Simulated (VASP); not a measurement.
## VASP 6.6.1 run: InSb

INCAR

```
PREC = Accurate
NELM = 120
ENCUT = 520
LASPH = .TRUE.
SIGMA = 0.02
ISMEAR = -1
LCHARG = .FALSE.
METAGGA = TPSS
IBRION = -1
ISIF = 2
EDIFF = 1E-7
NSW = 0
NBANDS = 16
LREAL = .FALSE.
LWAVE = .FALSE.
```

KPOINTS

```
KPOINTS created by Atomic Simulation Environment
0
Gamma
9 9 9
0 0 0
```

POSCAR

```
In Sb
 1.0000000000000000
     0.0000000000000000    3.3778984081000001    3.1718515586999998
     3.3778984081000001    0.0000000000000000    3.1718515586999998
     3.3778984081000001    3.3778984081000001    0.0000000000000000
 In  Sb
   1   1
Cartesian
  0.0000000000000000  0.0000000000000000  0.0000000000000000
  1.6889492040500000  1.6889492040500000  1.5859257793500003
```

The recommended PBE PAW datasets give the neutral cell 18 valence electrons.

Command

```
mpirun -np 1 vasp_std
```

Predict the outcome of this run.

It converged. Results: gap between bands v and c on the k mesh 0.23 eV; least direct gap on the k mesh 0.27 eV; pressure -0.4 GPa. Band v is the last that the valence electrons fill when counted band by band, and c is the next.

OSZICAR

```
N       E                     dE             d eps       ncg     rms          rms(c)
DAV:   1     0.938610789238E+02    0.93861E+02   -0.79201E+03  2400   0.110E+03
DAV:   2    -0.185706689905E+02   -0.11243E+03   -0.10896E+03  2696   0.276E+02
DAV:   3    -0.254711577654E+02   -0.69005E+01   -0.68792E+01  3080   0.721E+01
DAV:   4    -0.256425754532E+02   -0.17142E+00   -0.17139E+00  2928   0.133E+01
DAV:   5    -0.256512137717E+02   -0.86383E-02   -0.86382E-02  3672   0.246E+00    0.481E+00
DAV:   6    -0.230570636618E+02    0.25942E+01   -0.33525E+00  2536   0.275E+01    0.228E+00
DAV:   7    -0.230127971909E+02    0.44266E-01   -0.82402E-02  3464   0.248E+00    0.116E+00
DAV:   8    -0.230104851270E+02    0.23121E-02   -0.65976E-02  2544   0.177E+00    0.373E-01
DAV:   9    -0.230137547106E+02   -0.32696E-02   -0.49388E-03  3232   0.488E-01    0.268E-01
DAV:  10    -0.230148838142E+02   -0.11291E-02   -0.21957E-03  2896   0.251E-01    0.354E-02
DAV:  11    -0.230152508759E+02   -0.36706E-03   -0.44292E-04  3264   0.136E-01    0.593E-02
DAV:  12    -0.230154357870E+02   -0.18491E-03   -0.48158E-04  2680   0.137E-01    0.242E-02
DAV:  13    -0.230154501871E+02   -0.14400E-04   -0.35298E-05  3352   0.386E-02    0.134E-02
DAV:  14    -0.230154570096E+02   -0.68225E-05   -0.11801E-05  2720   0.281E-02    0.172E-03
DAV:  15    -0.230154577656E+02   -0.75600E-06   -0.11160E-06  3304   0.695E-03    0.109E-03
DAV:  16    -0.230154575134E+02    0.25222E-06   -0.36696E-07  2744   0.407E-03    0.661E-04
DAV:  17    -0.230154575695E+02   -0.56105E-07   -0.50827E-08  2616   0.145E-03
   1 F= -.23015458E+02 E0= -.23015454E+02  d E =-.735886E-05
```

For comparison, a separate PBE run of the intended cell, on usual settings and not on those above, gives a gap of 0.27 eV on its mesh and a pressure of 0.3 GPa.
